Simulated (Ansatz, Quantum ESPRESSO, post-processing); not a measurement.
# Ballistic transmission: C2 in line between two Pt chains, part 4 of 4

Wanted: the transmission near the Fermi level and the conductance of this junction: C2 in line between two Pt chains.

Quantum ESPRESSO 7.5; plane-wave DFT, PBE, GBRV ultrasoft pseudopotentials; cross-check by Ansatz 0.2.0 with PAW datasets.

So far. Step 3 (Transmission with pwcond.x): The run is unpolarised; a magnetic state was not tried, may lie lower and would change T. Step 3 (Transmission with pwcond.x): At no point does T exceed the number of channels.

### Step 5. The same in Ansatz

A second code with its own PAW datasets, on the same atoms.

Level of this step: plane-wave DFT, PBE, Ansatz PAW (Ansatz 0.2.0).

File input.yaml:

```yaml
crystal:
  lattice:
    - [7.5, 0.0, 0.0]
    - [0.0, 7.5, 0.0]
    - [0.0, 0.0, 36.0714]
  atoms:
    - { symbol: Pt, position: [0.5, 0.5, 0.0] }
    - { symbol: Pt, position: [0.5, 0.5, 0.0665347062] }
    - { symbol: Pt, position: [0.5, 0.5, 0.1330694123] }
    - { symbol: Pt, position: [0.5, 0.5, 0.1996041185] }
    - { symbol: Pt, position: [0.5, 0.5, 0.2661388247] }
    - { symbol: Pt, position: [0.5, 0.5, 0.3326735308] }
    - { symbol: Pt, position: [0.5, 0.5, 0.399208237] }
    - { symbol: C, position: [0.5, 0.5, 0.4495445145] }
    - { symbol: C, position: [0.5, 0.5, 0.4839207793] }
    - { symbol: Pt, position: [0.5, 0.5, 0.5342570568] }
    - { symbol: Pt, position: [0.5, 0.5, 0.600791763] }
    - { symbol: Pt, position: [0.5, 0.5, 0.6673264692] }
    - { symbol: Pt, position: [0.5, 0.5, 0.7338611753] }
    - { symbol: Pt, position: [0.5, 0.5, 0.8003958815] }
    - { symbol: Pt, position: [0.5, 0.5, 0.8669305877] }
    - { symbol: Pt, position: [0.5, 0.5, 0.9334652938] }
kpoints:
  mp_grid: { grid: [1, 1, 4] }
hamiltonian:
  xc: pbe
scf:
  occupations: { method: fermi_dirac, width: 0.1 }
  convergence: { dr2_threshold: 1.0e-08 }
output:
  transmission:
    leads: [[0, 1]]
    e_range: [-2.0, 2.0]
    de: 0.05
    kmesh: [1, 1]
    reduced_basis: true
  write_potential: true
  write_density: true
  volumetric_format: npy
```

The run is started by

```bash
$ ansatz run input.yaml --threads 4 --pin off --max-ram 8192MiB --backend cpu --events-out ev --progress --plain --runs-dir out
```

Numbers of over 12 decimals in the logs are rounded to 6 here.

Log:

```text
Engine: ansatz 0.2.0, aarch64-unknown-linux-gnu
Pseudopotentials: kind: paw
Pseudopotential: Pt, paw, valence charge 18, recommended cutoff 420 eV (normal), Pt.paw.azcp
Pseudopotential: C, paw, valence charge 4, recommended cutoff 420 eV (normal), C.paw.azcp
Functional definition: PBE
  parameter kappa = 0.804
  parameter beta = 0.066725
  exchange = pbe_x(kappa = kappa, mu = beta*pi^2/3)
  correlation = pbe_c(beta = beta)
Crystal: 16 atoms, lattice volume = 2029.016 Å³
Basis set: ecut = 420 eV, 39737 PW (Γ)
Bands: 156, of which v1, the nominal top of the filled ones, is band 130 counted from 1 (129 counted from 0)
Symmetry: 16 space group operations
Space group: P4/mmm (ITA 123), of the structure as read, at distance tolerance 1.3e-4 Å
k-points: 3 of 4
Non-local potential: Pt, projectors of the file, l = 0: 3, l = 1: 2, l = 2: 2, l = 3: 1
Non-local potential: C, projectors of the file, l = 0: 2, l = 1: 2, l = 2: 1
PAW form: soft (Blöchl's): semilocal exchange-correlation on the pseudo side does not see the compensation charge
PAW one-centre angular grid: Pt, 590 points (default); XC on 64 Gauss nodes
PAW one-centre angular grid: C, 110 points (default); XC on 64 Gauss nodes
Initial density: superposition of atomic densities (neutral atoms: chi_scale 0, normalization atom), corrected by the library's trained network
Initial wavefunctions: pseudopotential atomic-orbital guess
Functional: x = pbe(κ = 0.804, μ = 0.219515), c = pbe(β = 0.066725)
SCF iter   1: F=—  HF=-175784.744359 eV  |F-HF|=—  |Δ(HF+E_count)|=         —  Δρ=6.52e-3  dr2=1.49e0  ethr=1.77e-3  ⟨swp⟩=6.7  Hψ=1773  notcnv=0  defer=3
preconditioner: auto → LDOS  [metal: Δε(μ)=0.091 eV  Ē_g=4.918 eV  σ=0.100 eV  W_gap=0.22  n_scr=258 (ndim 8)  ℏωp=10.0 eV  f_vac=0.705  D(μ)=23.18/eV (n_scr^D=104)  β→1.0]
SCF iter   2: F=—  HF=-175784.659377 eV  |F-HF|=—  |Δ(HF+E_count)|=   8.50e-2  Δρ=3.28e-3  dr2=2.72e-1  ethr=5.72e-4  ⟨swp⟩=3.0  Hψ=996  notcnv=0  defer=23
SCF iter   3: F=—  HF=-175784.653840 eV  |F-HF|=—  |Δ(HF+E_count)|=   5.54e-3  Δρ=1.06e-3  dr2=4.25e-2  ethr=1.05e-4  ⟨swp⟩=2.0  Hψ=802  notcnv=0  defer=23
SCF iter   4: F=—  HF=-175784.647202 eV  |F-HF|=—  |Δ(HF+E_count)|=   6.64e-3  Δρ=3.90e-4  dr2=6.07e-3  ethr=1.64e-5  ⟨swp⟩=2.0  Hψ=765  notcnv=0  defer=23
SCF iter   5: F=—  HF=-175784.646347 eV  |F-HF|=—  |Δ(HF+E_count)|=   8.55e-4  Δρ=1.40e-4  dr2=1.03e-3  ethr=2.33e-6  ⟨swp⟩=2.0  Hψ=664  notcnv=0  defer=23
SCF iter   6: F=—  HF=-175784.646378 eV  |F-HF|=—  |Δ(HF+E_count)|=   3.04e-5  Δρ=5.21e-5  dr2=1.28e-4  ethr=3.96e-7  ⟨swp⟩=1.0  Hψ=445  notcnv=0  defer=23
SCF iter   7: F=—  HF=-175784.646391 eV  |F-HF|=—  |Δ(HF+E_count)|=   1.34e-5  Δρ=1.69e-5  dr2=1.41e-5  ethr=4.91e-8  ⟨swp⟩=2.0  Hψ=658  notcnv=0  defer=23
SCF iter   8: F=—  HF=-175784.645299 eV  |F-HF|=—  |Δ(HF+E_count)|=   1.09e-3  Δρ=6.48e-6  dr2=1.91e-6  ethr=5.41e-9  ⟨swp⟩=2.0  Hψ=682  notcnv=0  defer=23
SCF iter   9: F=—  HF=-175784.645299 eV  |F-HF|=—  |Δ(HF+E_count)|=   3.71e-8  Δρ=2.40e-6  dr2=3.84e-7  ethr=7.34e-10  ⟨swp⟩=2.0  Hψ=663  notcnv=0  defer=23
SCF iter  10: F=—  HF=-175784.645299 eV  |F-HF|=—  |Δ(HF+E_count)|=   9.26e-8  Δρ=7.47e-7  dr2=2.87e-8  ethr=1.48e-10  ⟨swp⟩=2.0  Hψ=659  notcnv=0  defer=23
SCF iter  11: F=-175784.645299 eV  HF=-175784.645299 eV  |F-HF|=2.24e-9  |Δ(HF+E_count)|=   2.71e-9  Δρ=2.52e-7  dr2=2.20e-9  ethr=3.85e-12  ⟨swp⟩=11.7  Hψ=1258  notcnv=0
SCF 1 converged in 11 iterations: F = -175784.645299 eV  dr2 = 2.20e-9
  greatest PAW one-centre occupation: 1.000 electrons in one spin orbital (limit 2), on the Pt atom at site 9 (counted from 0), in its partial waves of l = 0
transmission: 45 of 270 steps passed
transmission: 90 of 270 steps passed
[...]
transmission: 270 of 270 steps passed
WARN: The output density's exchange-correlation potential varies sharply where the density is thin. Do not read a vacuum level from v_tot or v_xc, or from such a field of the output density. On a cell that repeats whose density bears no net charge and no dipole along the vacuum's axis use v_es (v_loc + v_h of the components); under efield.dipole_correction with no amplitude use v_es + v_field, which holds any externa [...]
SCF converged after 11 iterations
Free energy (F): -175784.645299 eV
Harris-Foulkes:  -175784.645299 eV  (|F-HF|=2.24e-9)
Internal energy: -175783.801758 eV  (E = F + TS)
E sigma→0 (E₀):  -175784.223528 eV
Entropy (-TS):   -0.843542 eV (-52.721 meV/atom)
Fermi energy:    -3.094195 eV
--- Per-component energies (eV) ---
  E_band       = -8171.241975
  E_kinetic    = 9077.840883
  E_local      = -76592.270946  (includes V_loc(G=0)·N_el)
  E_nonlocal   = 2882.372870
  E_hartree    = 32420.644523
  E_xc         = -3715.613246
  E_vxc        = -4292.617102  (∫ρ·V_xc dr)
  E_paw        = -132570.911076  (= ΣΔE_a)
  E_vpaw       = -4087.862610  (= ΣTr[D̂ρ^β])
  E_aug_tail   = 0.002685  (compensation charges beyond the density's cutoff)
  E_ewald      = -7285.867449
  E_smearing   = -0.843542  (= −TS)
  E_closure    = 0.000000  (closes the sum)
  Σ components = -175784.645299   (vs F -175784.645299, Δ=0.00e0)
--- Band table (eV) ---
  k-point 0: bands = [... 126 lower, -3.2110, -3.1789, -3.1377, -3.1377, -3.1051, -3.1051, -2.9901, -2.9355, ... 22 higher]
  k-point 1: bands = [... 126 lower, -3.3495, -3.3495, -3.2381, -3.1993, -2.9459, -2.9215, -2.9057, -2.9057, ... 22 higher]
  k-point 2: bands = [... 126 lower, -3.5201, -3.4818, -3.2747, -3.2047, -2.9388, -2.8839, -2.7869, -2.7230, ... 22 higher]
--- Transmission ---
  basis      : 497 plane waves across, 45 finite elements along
  points     : 1, standing for a mesh of 1 x 1
  energies   : 81 from -2.000000 to 2.000000 eV about the Fermi level, 0.050000 eV apart; the leads are filled to 0.000000 eV, and channels, transmission and decay are at 0.000000 eV
  crystal 0  : Pt1, at the sites [0, 1], period 2.4000 Å, over 33.60 Å; its Hamiltonian steps by up to 24.3 meV
    offset         : up to 0.0000 Å between an atom of the period and one for which it stands
    channels       : 4.000000e0 a spin
    conductance    : none, the energies end too early or step too widely for 300 K: set another output.transmission.e_range or a lower de, or, where they end at an eighth of basis.ecutwfc, a higher one
  junction   : crystal 0 to crystal 0, -0.50 to 33.17 Å
    transmission   : 2.273652e0 a spin
    error estimate : 3.870449e-5 a spin from the reduction of the transverse basis, at the most 1.115234e-3 at 0.800000 eV
    conductance    : none, the energies end too early or step too widely for 300 K: set another output.transmission.e_range or a lower de, or, where they end at an eighth of basis.ecutwfc, a higher one
```

The job ended after 78 s (4 threads of Arm Neoverse V2, shared host; peak memory 4.1 GiB).

Numbers from this step:

| Item | Value |
| --- | --- |
| free energy | -175784.6453 eV |
| energy at zero smearing | -175784.2235 eV |
| smearing term TS | 0.8435 eV |
| Fermi energy | -3.094 eV |
| symmetry operations | 16 |
| transmission at the Fermi level, one spin | 2.274 |
| step of the lead's Hamiltonian over a period | 24.3 meV |

Per spin. Table of transmission by energy, zero at the Fermi level:

```
energy (eV)  transmission
     -2.000          1.84
     -1.800          1.87
     -1.600          1.93
     -1.400          2.01
     -1.200          2.04
     -1.000          2.08
     -0.800          2.08
     -0.600          2.09
     -0.400          2.15
     -0.200          2.25
     -0.050          2.28
      0.000          2.27
      0.200          2.26
      0.400          2.17
      0.600          2.09
      0.800          1.78
      1.000        0.0776
      1.200        0.0684
      1.400        0.0622
      1.600        0.0577
      1.800        0.0542
      2.000        0.0513
```

Per spin. Table of open channels by energy, zero at the Fermi level:

```
energy (eV)  open channels
      -2.00              3
      -1.85              3
      -1.70              3
      -1.60              3
      -1.45              4
      -1.30              6
      -1.15              6
      -1.05              6
      -0.90              6
      -0.75              6
      -0.60              6
      -0.50              6
      -0.35              4
      -0.20              4
      -0.05              4
       0.00              4
       0.05              4
       0.20              4
       0.35              3
       0.50              3
       0.60              3
       0.75              3
       0.90              1
       1.05              1
       1.15              1
       1.30              1
       1.45              1
       1.60              1
       1.70              1
       1.85              1
       2.00              1
```

Ansatz finds T = 2.27 against pwcond's 2.33.

### Step 6. All levels side by side

All levels:

```
                   step  T at the Fermi level (per spin)  conductance (G0)  r.m.s. T(E) from the first  CPU time of the step (s)  peak memory (GiB)
                 Ansatz                            2.274                 -                           0                     288.4              4.128
                 pwcond                            2.326             2.326                      0.2668                     845.1               0.51
pwcond, changed setting                            2.325             2.325                      0.1081                     407.9                0.5
```

Per spin. The transmission by energy, zero at the Fermi level:

```
energy (eV)  Ansatz  pwcond  pwcond, changed setting
      -2.00    1.84    1.87                     1.85
      -1.90    1.86    1.85                     1.85
      -1.80    1.87    1.86                     1.85
      -1.70    1.90    1.89                     1.87
      -1.60    1.93    1.93                     1.91
      -1.50    1.97    1.98                     1.96
      -1.40    2.01    2.04                     2.02
      -1.20    2.04    2.07                     2.06
      -1.10    2.06    2.08                     2.08
      -1.00    2.08    2.10                     2.07
      -0.90    2.08    2.10                     2.10
      -0.80    2.08    2.08                     2.08
      -0.70    2.08    2.06                     2.06
      -0.60    2.09    2.05                     2.04
      -0.50    2.11    1.91                     1.87
      -0.40    2.15    2.11                     2.09
      -0.30    2.20    2.17                     2.15
      -0.20    2.25    2.25                     2.23
      -0.10    2.28    2.32                     2.31
       0.00    2.27    2.33                     2.33
       0.10    2.26    2.30                     2.30
       0.20    2.26    2.28                     2.28
       0.30    2.27    2.31                     2.24
       0.40    2.17    2.17                     2.18
       0.50    2.12    2.11                     2.11
       0.60    2.09    2.09                     2.08
       0.70    2.09    2.08                     2.08
       0.80    1.78  0.0905                     1.15
       0.90  0.0842  0.0820                   0.0833
       1.00  0.0776  0.0757                   0.0769
       1.10  0.0725  0.0709                   0.0719
       1.20  0.0684  0.0671                   0.0680
       1.40  0.0622  0.0613                   0.0621
       1.50  0.0598  0.0591                   0.0597
       1.60  0.0577  0.0570                   0.0577
       1.70  0.0558  0.0552                   0.0558
       1.80  0.0542  0.0536                   0.0541
       1.90  0.0527  0.0521                   0.0526
       2.00  0.0513  0.0507                   0.0512
```

### Step 7. By hand

G = 2.33 × 77.48 µS = 180 µS a cell, a resistance of 5.55 kΩ.

### Step 8. Results

```json
{
 "conductance from T at the Fermi level, a cell (G₀ = 2e²/h)": "2.33 G₀",
 "lead channels per spin": "4.00",
 "the same conductance by Ansatz": "2.27 G₀"
}
```

In words: The junction conducts 2.33 G₀ a cell at the Fermi level (PBE, GBRV ultrasoft). At the Fermi level the junction passes 58 % of what the leads offer. At the Fermi level pwcond and Ansatz differ by 2.3 %, a close match. Over -2 to 2 eV, T lies between 0.051 and 2.3 per spin. The geometry is as built, not relaxed, and the leads are short. The chain ran without spin polarisation; chains of d metals can be magnetic. Spin-orbit coupling is left out; depending on the atoms that carry the levels of interest, it can split and shift them by tenths of an eV to an eV or more.

[Logs are printed without paths, hosts, clocks, repeated set-up lines and the standing remarks that a program may print on its own settings, such as how far it seeks lower states.]

[Hosts, paths, dates, database ids (printed as entryN), source tags and the programs' standing remarks are cut or masked in the printed files.]

[Maps of the electrostatic potential energy from Ansatz leave out the sawtooth potential of an applied field or a dipole correction, so their vacuum need not be flat; planar profiles and work functions include it.]
